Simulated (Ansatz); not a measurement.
# As (Pm-3m) in Ansatz: notebook

One crystal, As, is run at these levels: PBEsol; tasks: single point, band structure.

Program: Ansatz 0.2.0. These are calculated values, not measurements. Logs are shortened: lines on timing, memory, paths and dates and some standing lists are left out, and cuts for length are marked.

### 1 The structure

Symmetry: Pm-3m, No. 221, cubic system. The conventional cell has a = 2.704 Å, b = 2.704 Å, c = 2.704 Å, α = 90.00°, β = 90.00°, γ = 90.00°. As (site symmetry m-3m) has 6 As at 2.70 Å as nearest neighbours.

This isn't the form of As at room conditions, which is rhombohedral.

### 2 Single point, PBEsol, 18.58 Å³/atom (volume scaled by 0.94)

The input, input.yaml:

```yaml
crystal:
  lattice:
    - [2.6484890792, 0.0, 0.0]
    - [0.0, 2.6484890792, 0.0]
    - [0.0, 0.0, 2.6484890792]
  atoms:
    - { symbol: As, position: [0.5, 0.5, 0.5] }
kpoints:
  mp_grid: { grid: [10, 10, 10] }
scf:
  occupations: { method: fermi_dirac, width: 0.05 }
hamiltonian:
  xc: pbesol
  pseudopotentials: { kind: all_electron, lapw: { basis_error: 0.0005 } }
output:
  forces: true
  stress: true
  eigenvalues: true
```

Potentials or basis: all-electron LAPW, scalar-relativistic.

The run is started by

```
$ ansatz run input.yaml --threads 1 --pin off --max-ram 3072MiB --backend cpu --events-out ev --progress --plain --runs-dir out
```

The program printed:

```text
Warning: RAYON_NUM_THREADS=1 ignored (pool sized by the plan → 1); use --threads N
LAPW: plane waves up to 8.458 Å⁻¹, error target 5.0e-4 eV per atom; small_component_spin mean_spin; As in spheres of 1.324 Å, 23 of its electrons in bands, Dirac shells [] (how accurate: hamiltonian.pseudopotentials.lapw.basis_error, Limitations)
Engine: ansatz 0.2.0, x86_64-unknown-linux-gnu
Pseudopotentials: kind: all_electron
Pseudopotential: As, LAPW, valence charge 23, lapw/all_electron/scalar/gaussian/As, Koelling and Harmon's equation, gaussian nucleus
Functional definition: PBEsol
  exchange = pbesol_x
  correlation = pbesol_c
Crystal: 1 atoms, lattice volume = 18.578 Å³
Basis set: ecut = 272.5605783472176 eV, 179 PW (Γ), exchange–correlation at level 2
Bands: 16, of which v1, the nominal top of the filled ones, is band 12 counted from 1 (11 counted from 0)
Symmetry: 48 space group operations
Space group: Pm-3m (ITA 221), of the structure as read, at distance tolerance 2.6e-5 Å
k-points: 56 of 1000
Non-local potential: As, projectors of the file, none
Initial density: superposition of atomic densities (chi_scale 0.1, normalization cell)
Initial wavefunctions: plane waves of lowest kinetic energy (no species holds an atomic orbital)
Functional: x = pbesol(κ = 0.804, μ = 0.12345679012345678), c = pbesol(β = 0.046)
iter 1 solved again at ethr=1.37e-4 eV; its pass at ethr=1.00e-1 eV (dr2=3.15e-2 eV) is discarded
SCF iter   1: F=—  HF=-61480.759420 eV  |F-HF|=—  |Δ(HF+E_count)|=         —  Δρ=1.51e-2  dr2=3.15e-2  ethr=1.37e-4  ⟨swp⟩=3.0  Hψ=5944  notcnv=0
preconditioner: auto → none  [insulator: Δε(μ)=0.142 eV  Ē_g=15.551 eV  σ=0.050 eV  W_gap=0.54  n_scr=6 (ndim 8)  ℏωp=19.3 eV  f_vac=0.002  D(μ)=0.31/eV (n_scr^D=0)  ε∞_Penn≈2.5]
SCF iter   2: F=—  HF=-61480.756240 eV  |F-HF|=—  |Δ(HF+E_count)|=   3.18e-3  Δρ=7.53e-3  dr2=8.04e-3  ethr=1.37e-4  ⟨swp⟩=2.0  Hψ=2496  notcnv=0
iter 3 solved again at ethr=1.32e-7 eV; its pass at ethr=3.50e-5 eV (dr2=3.04e-5 eV) is discarded
SCF iter   3: F=—  HF=-61480.756437 eV  |F-HF|=—  |Δ(HF+E_count)|=   1.97e-4  Δρ=5.60e-4  dr2=3.04e-5  ethr=1.32e-7  ⟨swp⟩=2.0  Hψ=4264  notcnv=0
SCF iter   4: F=—  HF=-61480.755803 eV  |F-HF|=—  |Δ(HF+E_count)|=   6.34e-4  Δρ=5.14e-5  dr2=3.34e-7  ethr=1.32e-7  ⟨swp⟩=2.0  Hψ=2497  notcnv=0
SCF iter   5: F=-61480.755803 eV  HF=-61480.755803 eV  |F-HF|=7.83e-9  |Δ(HF+E_count)|=   5.35e-8  Δρ=9.75e-6  dr2=7.99e-9  ethr=1.45e-9  ⟨swp⟩=3.0  Hψ=2608  notcnv=0
SCF 1 converged in 5 iterations: F = -61480.755803 eV  dr2 = 7.99e-9
SCF converged after 5 iterations
Free energy (F): -61480.755803 eV
Harris-Foulkes:  -61480.755803 eV  (|F-HF|=7.83e-9)
Internal energy: -61480.753272 eV  (E = F + TS)
E sigma→0 (E₀):  -61480.754537 eV
Entropy (-TS):   -0.002531 eV (-2.531 meV/atom)
Fermi energy:    13.376654 eV
--- Per-component energies (eV) ---
  E_band       = -1226.250258
  E_kinetic    = 62847.818747
  E_xc         = -2238.702304
  E_electrostatic = -122089.869715  (all electrons and nuclei)
  E_smearing   = -0.002531  (= −TS)
  E_closure    = 0.000000  (closes the sum)
  E_atoms      = -61475.724645  (free atoms, spherical and without spin; not in F)
  Σ components = -61480.755803   (vs F -61480.755803, Δ=0.00e0)
  Basis errors (estimates in eV, not in F): energy 1.6e-4 per atom: plane waves 1.6e-4 (8.6e-5 summed), levels above the bands 1.2e-83, relativity 9.3e-9, radial functions 5.9e-6, core shells 7.9e-14; eigenvalues (radial functions only) 2.3e-6; not estimated: angular momenta, meshes, grids; target (lapw.basis_error) 5.0e-4; muffin-tin radii As 1.324 Å
--- Forces (eV/Å), atoms counted from 1 ---
  atom   1  As     0.00000000    -0.00000000    -0.00000000
  max |Σ_I F_I| component: 3.29e-31 eV/Å
--- Stress (GPa, compression-positive) ---
        4.433071      -0.000000       0.000000
       -0.000000       4.433071       0.000000
        0.000000       0.000000       4.433071
  P = ⅓ Tr σ = 4.4331 GPa (44.331 kbar)
--- Band table (eV; the first three rows and the last of 56) ---
  k-point 0: bands = ["-171.7646", "-115.3253", "-115.3253", "-115.3253", "-22.6635", "-22.6635", "-22.5356", "-22.5356", "-22.5356", "-2.1533", "17.8013", "17.8013", "17.8013", "22.0816", "22.0816", "24.3725"]
  k-point 1: bands = ["-171.7646", "-115.3256", "-115.3253", "-115.3253", "-22.6630", "-22.6529", "-22.5388", "-22.5388", "-22.5354", "-1.9576", "15.5877", "17.9765", "17.9765", "22.2584", "23.4449", "25.7496"]
  k-point 2: bands = ["-171.7646", "-115.3261", "-115.3253", "-115.3253", "-22.6616", "-22.6250", "-22.5470", "-22.5470", "-22.5347", "-1.3795", "12.3389", "18.4786", "18.4786", "22.7783", "24.3205", "29.5615"]
  k-point 55: bands = ["-171.7642", "-115.3273", "-115.3273", "-115.3273", "-22.6057", "-22.6057", "-22.6057", "-22.4847", "-22.4847", "8.9433", "11.4856", "11.4856", "11.4856", "19.2402", "19.2402", "19.2402"]
```

Wall time 2.9 s (1 thread of Intel Xeon 6975P-C (Granite Rapids), shared host); peak memory 0.27 GiB.

Results:

| Property | Result |
| --- | --- |
| Free energy | -61480.7558 eV |
| Pressure | 4.4 GPa |
| Band gap on the k mesh | none (metal or under the smearing width) |

### 3 Single point, PBEsol, 18.97 Å³/atom (volume scaled by 0.96)

Changes to input.yaml since step 2:

```diff
@@ -2,5 +2,5 @@
   lattice:
-    - [2.6484890792, 0.0, 0.0]
-    - [0.0, 2.6484890792, 0.0]
-    - [0.0, 0.0, 2.6484890792]
+    - [2.6671410253, 0.0, 0.0]
+    - [0.0, 2.6671410253, 0.0]
+    - [0.0, 0.0, 2.6671410253]
   atoms:
```

Potentials or basis: all-electron LAPW, scalar-relativistic.

The run is started by

```
$ ansatz run input.yaml --threads 1 --pin off --max-ram 3072MiB --backend cpu --events-out ev --progress --plain --runs-dir out
```

Run time: 2.6 s. Hardware: 1 thread of Intel Xeon 6975P-C (Granite Rapids), shared host; peak memory 0.29 GiB.

The run converged. Its results:

```yaml
Free_energy: -61480.7639 eV
Pressure: 2.2 GPa
Band_gap_on_the_k_mesh: none (metal or under the smearing width)
```

### 4 Single point, PBEsol, 19.37 Å³/atom (volume scaled by 0.98)

Changes to input.yaml since step 3:

```diff
@@ -2,5 +2,5 @@
   lattice:
-    - [2.6671410253, 0.0, 0.0]
-    - [0.0, 2.6671410253, 0.0]
-    - [0.0, 0.0, 2.6671410253]
+    - [2.6855356826, 0.0, 0.0]
+    - [0.0, 2.6855356826, 0.0]
+    - [0.0, 0.0, 2.6855356826]
   atoms:
```

The run is started by

```
$ ansatz run input.yaml --threads 1 --pin off --max-ram 3072MiB --backend cpu --events-out ev --progress --plain --runs-dir out
```

Run time: 2.5 s. Hardware: 1 thread of Intel Xeon 6975P-C (Granite Rapids), shared host; peak memory 0.29 GiB.

It converged, with:

```yaml
Free_energy: -61480.7669 eV
Pressure: 0.2 GPa
Band_gap_on_the_k_mesh: none (metal or under the smearing width)
```

### 5 Single point, PBEsol, 19.76 Å³/atom

Changes to input.yaml since step 4:

```diff
@@ -2,5 +2,5 @@
   lattice:
-    - [2.6855356826, 0.0, 0.0]
-    - [0.0, 2.6855356826, 0.0]
-    - [0.0, 0.0, 2.6855356826]
+    - [2.7036817444, 0.0, 0.0]
+    - [0.0, 2.7036817444, 0.0]
+    - [0.0, 0.0, 2.7036817444]
   atoms:
```

The run is started by

```
$ ansatz run input.yaml --threads 1 --pin off --max-ram 3072MiB --backend cpu --events-out ev --progress --plain --runs-dir out
```

Wall time 2.5 s (1 thread of Intel Xeon 6975P-C (Granite Rapids), shared host); peak memory 0.28 GiB.

Results (log left out):

```
Free energy            : -61480.7652 eV
Pressure               : -1.6 GPa
Band gap on the k mesh : none (metal or under the smearing width)
```

### 6 Single point, PBEsol, 20.16 Å³/atom (volume scaled by 1.02)

Changes to input.yaml since step 5:

```diff
@@ -2,5 +2,5 @@
   lattice:
-    - [2.7036817444, 0.0, 0.0]
-    - [0.0, 2.7036817444, 0.0]
-    - [0.0, 0.0, 2.7036817444]
+    - [2.7215874433, 0.0, 0.0]
+    - [0.0, 2.7215874433, 0.0]
+    - [0.0, 0.0, 2.7215874433]
   atoms:
```

Potentials or basis: all-electron LAPW, scalar-relativistic.

The run is started by

```
$ ansatz run input.yaml --threads 1 --pin off --max-ram 3072MiB --backend cpu --events-out ev --progress --plain --runs-dir out
```

Run time: 2.4 s. Hardware: 1 thread of Intel Xeon 6975P-C (Granite Rapids), shared host; peak memory 0.27 GiB.

Results (log left out):

```
Free energy            : -61480.7594 eV
Pressure               : -3.1 GPa
Band gap on the k mesh : none (metal or under the smearing width)
```

### 7 Single point, PBEsol, 20.55 Å³/atom (volume scaled by 1.04)

Changes to input.yaml since step 6:

```diff
@@ -2,5 +2,5 @@
   lattice:
-    - [2.7215874433, 0.0, 0.0]
-    - [0.0, 2.7215874433, 0.0]
-    - [0.0, 0.0, 2.7215874433]
+    - [2.7392605843, 0.0, 0.0]
+    - [0.0, 2.7392605843, 0.0]
+    - [0.0, 0.0, 2.7392605843]
   atoms:
```

The run is started by

```
$ ansatz run input.yaml --threads 1 --pin off --max-ram 3072MiB --backend cpu --events-out ev --progress --plain --runs-dir out
```

Wall time 3 s (1 thread of Intel Xeon 6975P-C (Granite Rapids), shared host); peak memory 0.28 GiB.

Results (log left out):

- Free energy: -61480.7498 eV
- Pressure: -4.6 GPa
- Band gap on the k mesh: none (metal or under the smearing width)

### 8 Single point, PBEsol, 20.95 Å³/atom (volume scaled by 1.06)

Changes to input.yaml since step 7:

```diff
@@ -2,5 +2,5 @@
   lattice:
-    - [2.7392605843, 0.0, 0.0]
-    - [0.0, 2.7392605843, 0.0]
-    - [0.0, 0.0, 2.7392605843]
+    - [2.7567085743, 0.0, 0.0]
+    - [0.0, 2.7567085743, 0.0]
+    - [0.0, 0.0, 2.7567085743]
   atoms:
```

The run is started by

```
$ ansatz run input.yaml --threads 1 --pin off --max-ram 3072MiB --backend cpu --events-out ev --progress --plain --runs-dir out
```

It took 2.5 s on 1 thread of Intel Xeon 6975P-C (Granite Rapids), shared host; peak memory 0.27 GiB.

It converged, with:

```
Free energy            : -61480.7368 eV
Pressure               : -5.9 GPa
Band gap on the k mesh : none (metal or under the smearing width)
```

### 9 Band structure, PBEsol

The input, input.yaml:

```yaml
crystal:
  lattice:
    - [2.7036817444, 0.0, 0.0]
    - [0.0, 2.7036817444, 0.0]
    - [0.0, 0.0, 2.7036817444]
  atoms:
    - { symbol: As, position: [0.5, 0.5, 0.5] }
kpoints:
  mp_grid: { grid: [10, 10, 10] }
  band_path:
    path:
      - [0.0, 0.0, 0.0]
      - [0.0, 0.5, 0.0]
      - [0.5, 0.5, 0.0]
      - [0.0, 0.0, 0.0]
      - [0.5, 0.5, 0.5]
      - [0.0, 0.5, 0.0]
    npoints: 6
scf:
  occupations: { method: fermi_dirac, width: 0.05 }
hamiltonian:
  xc: pbesol
  pseudopotentials: { kind: all_electron, lapw: { basis_error: 0.001 } }
output:
  forces: true
  stress: true
  eigenvalues: true
```

Potentials or basis: all-electron LAPW, scalar-relativistic.

The run is started by

```
$ ansatz run input.yaml --threads 1 --pin off --max-ram 3072MiB --backend cpu --events-out ev --progress --plain --runs-dir out
```

The program printed:

```text
Warning: RAYON_NUM_THREADS=1 ignored (pool sized by the plan → 1); use --threads N
LAPW: plane waves up to 7.884 Å⁻¹, error target 1.0e-3 eV per atom; small_component_spin mean_spin; As in spheres of 1.352 Å, 23 of its electrons in bands, Dirac shells [] (how accurate: hamiltonian.pseudopotentials.lapw.basis_error, Limitations)
[... 6 set-up lines as earlier in the session ...]
Crystal: 1 atoms, lattice volume = 19.764 Å³
Basis set: ecut = 236.79765600131364 eV, 171 PW (Γ), exchange–correlation at level 2
Bands: 16, of which v1, the nominal top of the filled ones, is band 12 counted from 1 (11 counted from 0)
[... 1 set-up line as earlier in the session ...]
Space group: Pm-3m (ITA 221), of the structure as read, at distance tolerance 2.7e-5 Å
k-points: 56 of 1000
[... 4 set-up lines as earlier in the session ...]
iter 1 solved again at ethr=1.03e-4 eV; its pass at ethr=1.00e-1 eV (dr2=2.37e-2 eV) is discarded
SCF iter   1: F=—  HF=-61480.767662 eV  |F-HF|=—  |Δ(HF+E_count)|=         —  Δρ=1.31e-2  dr2=2.37e-2  ethr=1.03e-4  ⟨swp⟩=3.0  Hψ=5975  notcnv=0
preconditioner: auto → none  [metal: Δε(μ)=0.040 eV  Ē_g=15.047 eV  σ=0.050 eV  W_gap=0.19  n_scr=6 (ndim 8)  ℏωp=18.7 eV  f_vac=0.008  D(μ)=0.32/eV (n_scr^D=0)  sad-step TF]
SCF iter   2: F=—  HF=-61480.765295 eV  |F-HF|=—  |Δ(HF+E_count)|=   2.37e-3  Δρ=9.03e-3  dr2=1.37e-2  ethr=1.03e-4  ⟨swp⟩=2.0  Hψ=2496  notcnv=0
iter 3 solved again at ethr=1.33e-6 eV; its pass at ethr=5.97e-5 eV (dr2=3.07e-4 eV) is discarded
SCF iter   3: F=—  HF=-61480.766300 eV  |F-HF|=—  |Δ(HF+E_count)|=   1.00e-3  Δρ=1.46e-3  dr2=3.07e-4  ethr=1.33e-6  ⟨swp⟩=2.0  Hψ=4264  notcnv=0
SCF iter   4: F=—  HF=-61480.765056 eV  |F-HF|=—  |Δ(HF+E_count)|=   1.24e-3  Δρ=2.50e-4  dr2=1.36e-5  ethr=1.33e-6  ⟨swp⟩=2.0  Hψ=2496  notcnv=0
SCF iter   5: F=—  HF=-61480.765055 eV  |F-HF|=—  |Δ(HF+E_count)|=   1.16e-6  Δρ=5.59e-5  dr2=4.23e-7  ethr=5.91e-8  ⟨swp⟩=2.5  Hψ=2524  notcnv=0
SCF iter   6: F=-61480.765056 eV  HF=-61480.765056 eV  |F-HF|=6.08e-9  |Δ(HF+E_count)|=   8.33e-7  Δρ=5.01e-6  dr2=3.28e-9  ethr=1.84e-9  ⟨swp⟩=3.0  Hψ=2602  notcnv=0
SCF 1 converged in 6 iterations: F = -61480.765056 eV  dr2 = 3.28e-9
NSCF: frozen V_eff on 31 k-points
SCF converged after 6 iterations
Free energy (F): -61480.765056 eV
Harris-Foulkes:  -61480.765056 eV  (|F-HF|=6.08e-9)
Internal energy: -61480.762519 eV  (E = F + TS)
E sigma→0 (E₀):  -61480.763787 eV
Entropy (-TS):   -0.002537 eV (-2.537 meV/atom)
Fermi energy:    12.221551 eV
--- Per-component energies (eV) ---
  E_band       = -1250.381705
  E_kinetic    = 62845.776671
  E_xc         = -2238.072302
  E_electrostatic = -122088.466888  (all electrons and nuclei)
  E_smearing   = -0.002537  (= −TS)
  E_closure    = 0.000000  (closes the sum)
  E_atoms      = -61475.724645  (free atoms, spherical and without spin; not in F)
  Σ components = -61480.765056   (vs F -61480.765056, Δ=0.00e0)
  Basis errors (estimates in eV, not in F): energy 3.3e-4 per atom: plane waves 3.1e-4 (1.8e-4 summed), levels above the bands 2.3e-84, relativity 9.4e-9, radial functions 1.2e-5, core shells 1.7e-13; eigenvalues (radial functions only) 3.5e-5; not estimated: angular momenta, meshes, grids; target (lapw.basis_error) 1.0e-3; muffin-tin radii As 1.352 Å
--- Forces (eV/Å), atoms counted from 1 ---
  atom   1  As    -0.00000000     0.00000000    -0.00000000
  max |Σ_I F_I| component: 4.60e-31 eV/Å
--- Stress (GPa, compression-positive) ---
       -1.548791       0.000000       0.000000
        0.000000      -1.548791       0.000000
        0.000000       0.000000      -1.548791
  P = ⅓ Tr σ = -1.5488 GPa (-15.488 kbar)
--- Band table (eV; the first three rows and the last of 56) ---
  k-point 0: bands = ["-172.8574", "-116.4177", "-116.4177", "-116.4177", "-23.7323", "-23.7323", "-23.6287", "-23.6287", "-23.6287", "-2.7108", "16.4225", "16.4225", "16.4225", "20.8761", "20.8761", "22.6803"]
  k-point 1: bands = ["-172.8574", "-116.4178", "-116.4177", "-116.4177", "-23.7319", "-23.7235", "-23.6313", "-23.6313", "-23.6285", "-2.5265", "14.3734", "16.5846", "16.5846", "21.0453", "22.0329", "24.0827"]
  k-point 2: bands = ["-172.8574", "-116.4182", "-116.4176", "-116.4176", "-23.7308", "-23.7006", "-23.6379", "-23.6379", "-23.6280", "-1.9837", "11.2994", "17.0475", "17.0475", "21.5417", "22.7909", "27.7847"]
  k-point 55: bands = ["-172.8572", "-116.4191", "-116.4191", "-116.4191", "-23.6849", "-23.6849", "-23.6849", "-23.5861", "-23.5861", "7.3360", "10.4665", "10.4665", "10.4665", "18.2066", "18.2066", "18.2066"]
```

It took 4.9 s on 1 thread of Intel Xeon Platinum 8375C at 2.90GHz (Ice Lake), shared host; peak memory 0.28 GiB.

What came out:

```yaml
Free_energy: -61480.7651 eV
Pressure: -1.5 GPa
Band_gap_along_the_path: none (metal or under the smearing width)
```

Levels at the corners of the path, in eV from the Fermi level:
```tsv
point	band 8	band 9	band 10	band 11	band 12	band 13	band 14	band 15
Γ	-35.85	-35.85	-14.93	4.20	4.20	4.20	8.65	8.65
X	-35.86	-35.85	-11.78	-6.90	6.50	6.50	11.47	14.05
M	-35.87	-35.81	-8.50	-4.21	-4.21	2.48	8.66	16.92
Γ	-35.85	-35.85	-14.93	4.20	4.20	4.20	8.65	8.65
R	-35.81	-35.81	-4.89	-1.76	-1.76	-1.76	5.99	5.99
X	-35.86	-35.85	-11.78	-6.90	6.50	6.50	11.47	14.05
```

### 10 The reference run

An earlier run on the cell as given: functional PBEsol; potentials or basis all-electron LAPW, scalar-relativistic; cutoff 237 eV (chosen from the basis error); basis error allowed 0.001 eV/atom; k mesh 10 × 10 × 10; occupations fermi-dirac, width 0.05 eV; no spin polarisation.

* Pressure: -1.5 GPa
* Band gap on the k mesh: none (metal or under the smearing width)
